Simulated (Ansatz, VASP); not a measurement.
Two plane-wave programs on CdF4

```xyz
5
Lattice="-2.6175 2.6175 2.6175 2.6175 -2.6175 2.6175 2.6175 2.6175 -2.6175" Properties=species:S:1:pos:R:3 pbc="T T T"
Cd    0.0000    0.0000    0.0000
F     1.3087    1.3087    1.3087
F     1.3087    1.3087   -1.3087
F     1.3087   -1.3087    1.3087
F    -1.3087    1.3087    1.3087
```

Alike in both runs: functional PBE; k mesh 10 × 10 × 10; occupations gaussian, width 0.1 eV; no spin polarisation.

Ansatz relaxed the structure, and its values are those at the end. VASP's run is a single point on that final structure, the one shown.

|  | VASP | Ansatz |
| --- | --- | --- |
| version | VASP 6.6.1 | Ansatz 0.2.0 |
| potentials or method | VASP PAW PBE potentials, release 64 (Cd, F) | scalar-relativistic, plane waves, PAW |
| plane-wave cutoff (eV) | 520 | 420 |
| valence electrons in the cell | 40 | 48 |

```tsv
	VASP	Ansatz	Ansatz less VASP
gap on the k mesh at the Fermi level (eV)	none	none	-
pressure (GPa)	0.4	0.0	-0.47
```

A gap of «none» marks a metal or a gap that the smearing closes. The two sets of potentials don't hold the same shells in valence.
